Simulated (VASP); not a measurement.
The system is NiO.

```
Ni O
1.0
     2.78306    0.00000    0.00000
    -1.39153    2.41020    0.00000
     0.00000    0.00000    2.71613
Ni O
1 1
Direct
  0.00000 0.00000 0.00000
  0.66667 0.33333 0.50000
```

Measurements of this composition are mostly on another form, of space group No. 225.

Base run:

| Item | Value |
| --- | --- |
| Program | VASP 6.6.1 |
| Functional | LDA |
| Potentials or basis | VASP PAW LDA potentials, release 64 (Ni, O) |
| Cutoff | 520 eV |
| k mesh | 8 × 8 × 7 |
| Occupations | gaussian, width 0.05 eV |
| Spin | collinear spin, ferromagnetic start |
| Starting moments | [1.0, 0.0] μB |
| Hubbard terms | Ni d U = 7 eV |

Its results: band gap on the k mesh 1.30 eV, indirect (least direct gap 1.75 eV); pressure -16.0 GPa; net moment 2.00 μB per cell; site moments Ni +1.76; O +0.22 μB.

Problem. The run is repeated on the same cell with these changes: hubbard terms from Ni d U = 7 eV to Ni d U = 4 eV. What comes out?

Solution. Band gap on the k mesh none (metal or under the smearing width); pressure -13.2 GPa; net moment 2.00 μB per cell; site moments Ni +1.63; O +0.33 μB.

Caveats: a cell with one magnetic atom can't hold antiferromagnetic order, which such compounds often take; an odd mesh through Γ misses points on the zone boundary, where band edges often lie (some runs).
